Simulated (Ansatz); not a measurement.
One crystal and one scan (scan of one atom of the cell) at two levels, PBE (plane waves to 420 eV, PAW, scalar-relativistic; Ansatz, a program for electronic structure) and r2SCAN (plane waves to 500 eV, PAW, scalar-relativistic; Ansatz), each from its own relaxed cell and on its own mesh.

The crystal is BaSnO3 (cubic perovskite); one O atom of a 5-atom cell moves by s along Cartesian x, with its periodic images.

E stands for the smeared free energy. BaSnO3 was relaxed with its symmetry unable to fall. The PAW data are Ansatz's earlier set.

| quantity | run 1 | run 2 |
|---|---|---|
| Lattice constant a (Å) | 4.131 | 4.176 |
| Band gap of the relaxed cell, no spin-orbit coupling (eV) | 1.59 | 0.48 |
| Force constant k = d²E/ds² at s = 0 (finite differences) (eV/Å²) | 3.47 | 2.53 |

Which run is which level?

Run 2 is PBE, run 1 is r2SCAN. PBE gives the higher value for: lattice constant a. PBE gives the lower value for: band gap of the relaxed cell, no spin-orbit coupling; force constant k = d²E/ds² at s = 0. Both give the same shape of the curve: a single well with its minimum at or next to zero displacement.

(A displaced cell: forces are minus the slopes of the energy, force constants its curvatures, and phonons follow from these.)
